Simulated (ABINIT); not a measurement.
Runs of ABINIT 10.8.3 (patched build) on AgBr. Symmetry: Fm-3m, No. 225, cubic system. The conventional cell has a = 5.740 Å, b = 5.740 Å, c = 5.740 Å, α = 90.00°, β = 90.00°, γ = 90.00°. Around Ag (site symmetry m-3m) lie 6 Br at 2.87 Å. Br (site symmetry m-3m) has 6 Ag at 2.87 Å as nearest neighbours. 

| task | level | potentials or basis | spin | k mesh | cutoff (eV) | fine-grid cutoff | gap on the mesh (eV) | pressure (GPa) |
| --- | --- | --- | --- | --- | --- | --- | --- | --- |
| band structure | rPW86PBE | JTH PAW PBE v2.0 | SOC, no magnetisation | 8 × 8 × 8 | 463 | 925.187 eV | 0.53 | 5.3 |
| band structure | revPBE | JTH PAW PBE v2.0 | SOC, no magnetisation | 8 × 8 × 8 | 463 | 925.187 eV | 0.71 | (b) |
| band structure | AM05 | JTH PAW PBE v2.0 | off | 8 × 8 × 8 | 463 | 925.187 eV | 0.59 | (a) |
| band structure | rPW86PBE | JTH PAW PBE v2.0 | off | 8 × 8 × 8 | 463 | 925.187 eV | 0.61 | 5.3 |
| single point | r2SCAN | JTH PAW PBE v2.0 | off | 5 × 5 × 5 | 544 | 1088.46 eV | (c) | 1.1 |
| band structure | r2SCAN | JTH PAW PBE v2.0 | off | 8 × 8 × 8 | 544 | 1088.46 eV | 1.23 | 1.1 |

Alike in all rows: cell as given; smearing fermi-dirac 0.05 eV.

Problem. Estimate the missing entries.

Solution. (a) -0.7; (b) 4.4; (c) 1.37.

Caveats: the PAW data sets were made with another functional, which shifts forces and pressure a little; an odd mesh through Γ misses points on the zone boundary, where band edges often lie (some runs).

A k mesh can miss the band edges, and rows without SOC leave out spin-orbit coupling on Ag, Br.

Runs at the PBE level aren't shown here.
